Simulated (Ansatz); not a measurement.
Ca under compression and expansion

```cif
data_structure
_symmetry_space_group_name_H-M 'Im-3m'
_symmetry_Int_Tables_number 229
_cell_length_a 4.3808
_cell_length_b 4.3808
_cell_length_c 4.3808
_cell_angle_alpha 90.000
_cell_angle_beta 90.000
_cell_angle_gamma 90.000
_cell_volume 84.07
loop_
_atom_site_label
_atom_site_type_symbol
_atom_site_symmetry_multiplicity
_atom_site_Wyckoff_symbol
_atom_site_fract_x
_atom_site_fract_y
_atom_site_fract_z
_atom_site_occupancy
Ca1 Ca 2 a 0.00000 0.00000 0.00000 1
```

The runs use the primitive cell with vectors (-2.190, 2.190, 2.190), (2.190, -2.190, 2.190), (2.190, 2.190, -2.190) Å, to which the k mesh refers.

The structure comes from a relaxation in the same program, started in the bcc type, and has space group Im-3m. Whether it is a known phase or the ground state wasn't checked.

Levels of theory: DFT, PBE, all-electron LAPW, scalar-relativistic (Ansatz 0.2.0); DFT, PBE, PAW with Ansatz's default frozen-core files, scalar-relativistic (Ansatz 0.2.0).

For LAPW: a Γ-centred 13×13×13 k mesh, Fermi–Dirac smearing of 0.08 eV, basis error target 1 meV/atom, no spin polarisation. PAW takes a cutoff of 420 eV at this cell. The Ansatz runs share mesh, smearing and spin set-up. Plane-wave (PAW) pressures include the program's estimate of the Pulay term.

The cell above is scaled evenly, with fractional coordinates and shape held.

| V/V(cell) | V (Å³/atom) | P, LAPW (GPa) | P, PAW (GPa) |
| --- | --- | --- | --- |
| 0.9405 | 39.536 | 1.18 | 1.18 |
| 0.9700 | 40.776 | 0.59 | 0.59 |
| 1.0000 | 42.037 | 0.05 | 0.05 |
| 1.0300 | 43.298 | -0.43 | -0.43 |
| 1.0600 | 44.560 | -0.86 | -0.86 |

Q: What do Birch–Murnaghan fits to the pressures give?

A: LAPW: V0 = 42.16 Å³/atom, B0 = 17 GPa, B0′ = 2.9; PAW: V0 = 42.15 Å³/atom, B0 = 17 GPa, B0′ = 2.9.

PAW's V0 lies -0.01 % from the all-electron value and its B0 0.0 %. Symmetry fixes shape and coordinates here, so this is the relaxed modulus.
